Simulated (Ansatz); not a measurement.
Theory: DFT PBE, scalar-relativistic, plane waves, PAW in Ansatz 0.2.0. All cells share a 420 eV cutoff and Γ-centred k meshes spaced at most about 0.3 Å⁻¹ (about 0.25 or finer for metals, 2π included). No spin polarisation.

All energies are static (0 K, no zero-point motion).

Two relaxed structures of MgGa₂O₂:

A. Space group P-3m1 (No. 164), trigonal, a = 3.331 Å, c = 7.296 Å. Mg has 6 O at 2.18 Å; around Ga lies 1 O at 1.81 Å; around O lie 1 Ga at 1.81 Å and 3 Mg at 2.18 Å.

B. Space group Pbam (No. 55), orthorhombic, a = 7.465 Å, b = 7.619 Å, c = 2.890 Å. Mg is surrounded by 4 O at 2.06 Å and 2 Ga at 2.87 Å; Ga is surrounded by 2 O at 2.02 Å, 3 Ga at 2.81–2.89 Å and 1 Mg at 2.87 Å; O has 2 Ga at 2.02 Å and 2 Mg at 2.06 Å.

Question: Which form is favoured at zero pressure, and by what margin per atom?

Answer: A is lower, by 150 meV/atom. A has space group P-3m1 (No. 164), 14.0 Å³/atom and no gap on its mesh; B has space group Pbam (No. 55), 16.4 Å³/atom and a gap of 0.37 eV. Counting O atoms around Ga and Mg (those within 1.25 times the shortest such distance or 1.15 times the sum of covalent radii), A has Mg 6, Ga 1 and B has Mg 4, Ga 2. The denser one is the lower, and pressure would at first widen the difference. Both come from invented guesses.

Kohn–Sham gaps at this level usually fall short of measured ones. Cells relaxed within their symmetry can be saddle points.
